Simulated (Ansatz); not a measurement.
Zincblende BeSe, relaxed with r2SCAN: it is cubic, F-43m (No. 216); conventional cell a = 5.162 Å, 17.19 Å³ an atom. Be has 4 Se at 2.24 Å; Se has 4 Be at 2.24 Å. One-shot G0W0@PBE in the plane-wave code Ansatz on a 4×4×4 mesh (contour deformation, no spin-orbit coupling), from a PBE gap of 2.643 eV over the mesh points (the G0W0 gap is indirect on the mesh); the number N of bands summed and the screening cutoff rise together. Calculated for a static, non-magnetic cell.

| N | cutoff (eV) | 1000/N | G0W0 gap (eV) |
| --- | --- | --- | --- |
| 64 | 80 | 15.625 | 3.554 |
| 138 | 140 | 7.246 | 3.760 |

Q: Lay a straight line in 1000/N through these rows.

A: The slope is -0.0246 eV per unit of 1000/N and the intercept 3.938 eV.

Q: Predict the gap at N = 246 (210 eV).

A: 3.938 + (-0.0246) × 4.065 = 3.838 eV; the run gives 3.847 eV, +0.009 eV from the line.

Q: With that run's result added, what limit do the last two rows suggest?

A: Their slope is (3.847 − 3.760)/(4.065 − 7.246) = -0.0273, which meets 1/N = 0 at 3.96 eV, against 3.938 eV from the first line. The slope steepens, so 1/N isn't yet asymptotic and the true limit probably lies higher still; the k mesh isn't extrapolated.

The runs are scalar-relativistic, without spin-orbit coupling.
